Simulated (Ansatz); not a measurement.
A plane-wave DFT run in Ansatz 0.2.0 (scalar-relativistic PAW potentials unless the input names others): input and command.

```yaml
crystal:
  lattice:
    - [-3.1302395629, 0.0, 0.0]
    - [-1.5651197814, -2.7108669814, 0.0]
    - [-0.3130239563, 0.0, 10.0359593112]
  atoms:
    - { symbol: Al, position: [0.2428718975, 0.3333333333, 0.9046143587] }
    - { symbol: Al, position: [0.2928718975, 0.3333333333, 0.4046143587] }
    - { symbol: Al, position: [0.6512052308, 0.6666666667, 0.1546143587] }
    - { symbol: Al, position: [0.6012052308, 0.6666666667, 0.6546143587] }
    - { symbol: "N", position: [0.3237947692, 0.3333333333, 0.0953856413] }
    - { symbol: "N", position: [0.2737947692, 0.3333333333, 0.5953856413] }
    - { symbol: "N", position: [0.6321281025, 0.6666666667, 0.3453856413] }
    - { symbol: "N", position: [0.5821281025, 0.6666666667, 0.8453856413] }
kpoints:
  mp_grid: { grid: [8, 8, 3] }
hamiltonian:
  xc: pbe
scf:
  occupations: { method: gaussian, width: 0.05 }
  eigensolver: { kind: davidson }
output:
  forces: true
  eigenvalues: true
  stress: true
accuracy: high
```

```bash
ansatz run input.yaml --threads 2 --pin off --max-ram 5120MiB --backend cpu --events-out ev --progress --plain --runs-dir out
```

Abridged log:
```
Pseudopotentials: kind: paw
Pseudopotential: Al, paw, valence charge 3, recommended cutoff 420 eV (normal)
Pseudopotential: N, paw, valence charge 5, recommended cutoff 420 eV (normal)
Functional definition: PBE
Crystal: 8 atoms, lattice volume = 85.162 Å³
Basis set: ecut = 420 eV, 1655 PW (Γ), exchange–correlation on 50×50×160 points (8 copies of the dense FFT grid, shifted against one another)
Bands: 24, of which v1, the nominal top of the filled ones, is band 16 counted from 1 (15 counted from 0)
Symmetry: 1 space group operations
Space group: P1 (ITA 1), of the structure as read, at distance tolerance 4.4e-5 Å
k-points: 98 of 192 (time reversal used)
Initial density: superposition of atomic densities (neutral atoms: chi_scale 0, normalization atom), corrected by the library's trained network
Initial wavefunctions: pseudopotential atomic-orbital guess
Functional: x = pbe(κ = 0.804, μ = 0.21951497), c = pbe(β = 0.06672455)
SCF iter   1: F=—  HF=-3696.901318 eV  |F-HF|=—  |Δ(HF+E_count)|=         —  Δρ=9.49e-4  dr2=4.53e-4  ethr=1.77e-3  ⟨swp⟩=10.2  Hψ=13640  notcnv=0
SCF iter   2: F=—  HF=-3696.902649 eV  |F-HF|=—  |Δ(HF+E_count)|=   1.33e-3  Δρ=5.02e-4  dr2=1.25e-4  ethr=1.42e-6  ⟨swp⟩=4.3  Hψ=7724  notcnv=0  defer=9
SCF iter   3: F=—  HF=-3696.902798 eV  |F-HF|=—  |Δ(HF+E_count)|=   1.49e-4  Δρ=1.91e-4  dr2=2.08e-5  ethr=3.90e-7  ⟨swp⟩=3.6  Hψ=5018  notcnv=0
automatic band count: iteration 3 solves 19 bands in place of 24: the levels show a gap, and the empty bands left out lie too high to hold charge; the band table lists the bands solved (type scf.n_extra_bands for more)
SCF iter   4: F=—  HF=-3696.902565 eV  |F-HF|=—  |Δ(HF+E_count)|=   2.33e-4  Δρ=7.64e-5  dr2=3.19e-6  ethr=6.49e-8  ⟨swp⟩=3.0  Hψ=3815  notcnv=0
SCF iter   5: F=—  HF=-3696.902566 eV  |F-HF|=—  |Δ(HF+E_count)|=   8.64e-7  Δρ=1.95e-5  dr2=3.74e-7  ethr=9.98e-9  ⟨swp⟩=4.0  Hψ=5325  notcnv=0
SCF iter   6: F=-3696.902566 eV  HF=-3696.902566 eV  |F-HF|=1.64e-8  |Δ(HF+E_count)|=   7.10e-8  Δρ=5.59e-6  dr2=3.26e-8  ethr=1.03e-10  ⟨swp⟩=2.3  Hψ=7997  notcnv=0
SCF iter   7: F=—  HF=-3696.902566 eV  |F-HF|=—  |Δ(HF+E_count)|=   3.62e-9  Δρ=4.66e-6  dr2=1.75e-8  ethr=1.02e-10  ⟨swp⟩=4.0  Hψ=5507  notcnv=0
SCF iter   8: F=—  HF=-3696.902566 eV  |F-HF|=—  |Δ(HF+E_count)|=   4.26e-9  Δρ=2.55e-6  dr2=5.04e-9  ethr=5.48e-11  ⟨swp⟩=2.0  Hψ=3430  notcnv=0
SCF iter   9: F=—  HF=-3696.902566 eV  |F-HF|=—  |Δ(HF+E_count)|=  8.58e-10  Δρ=5.28e-7  dr2=1.56e-10  ethr=1.58e-11  ⟨swp⟩=4.0  Hψ=4841  notcnv=0
SCF iter  10: F=-3696.902566 eV  HF=-3696.902566 eV  |F-HF|=6.37e-12  |Δ(HF+E_count)|=  3.64e-11  Δρ=9.77e-8  dr2=8.15e-12  ethr=1.00e-12  ⟨swp⟩=2.8  Hψ=3697  notcnv=0
SCF 1 converged in 10 iterations: F = -3696.902566 eV  dr2 = 8.15e-12
  Residual-converged pass: ⟨swp⟩=3.1  Hψ=4999  notcnv=0  max |occ|·‖R‖ = 1.8e-7 eV (tolerance 1.9e-7 eV) dr2=3.32e-12  dr2_onsite=1.60e-13  max |Δocc| = 0.0e0
SCF converged after 10 iterations
Free energy (F): -3696.902566 eV
Harris-Foulkes:  -3696.902566 eV  (|F-HF|=6.37e-12)
Internal energy: -3696.902566 eV  (E = F + TS)
E sigma→0 (E₀):  -3696.902566 eV
Fermi energy:    8.989394 eV
--- Forces (eV/Å), atoms counted from 1 ---
  atom   1  Al    -0.56242919     0.05210790     0.08242474
  atom   2  Al     0.00853894     0.00003862    -0.01325763
  atom   3  Al     0.12662854    -0.04680377     0.11402843
  atom   4  Al    -0.02648560    -0.00608909    -0.01828831
  atom   5  N      0.56411113     0.05391870    -0.14161272
  atom   6  N     -0.00046154    -0.00210462     0.00831647
  atom   7  N      0.01897299     0.00458654     0.01202971
  atom   8  N     -0.12887544    -0.05565421    -0.04364702
--- Stress (GPa, compression-positive) ---
       -0.692513       0.466005       3.120853
        0.466025       0.029371       0.125352
        3.120858       0.125358       0.153584
  P = ⅓ Tr σ = -0.1699 GPa (-1.699 kbar)
```

Apart from outputs and empty bands, the input differs from a reference run on usual settings in scf.eigensolver.kind: not typed → "davidson"; accuracy: not typed → "high"; basis.ecutwfc: 420 → not typed. The reference, at the same geometry (not necessarily relaxed), gave pressure -0.17 GPa, largest force 0.584 eV/Å, gap on the mesh 3.90 eV. This run converged in 10 SCF iterations (reference: 6) with an energy at zero smearing within 0.01 meV/atom of the reference's, pressure -0.17 GPa, largest force 0.584 eV/Å, gap on the mesh 3.90 eV.

It took 7.4 s on 2 threads of INTEL(R) XEON(R) PLATINUM 8581C CPU @ 2.30GHz (Emerald Rapids), on a shared host, peak memory 0.42 GiB.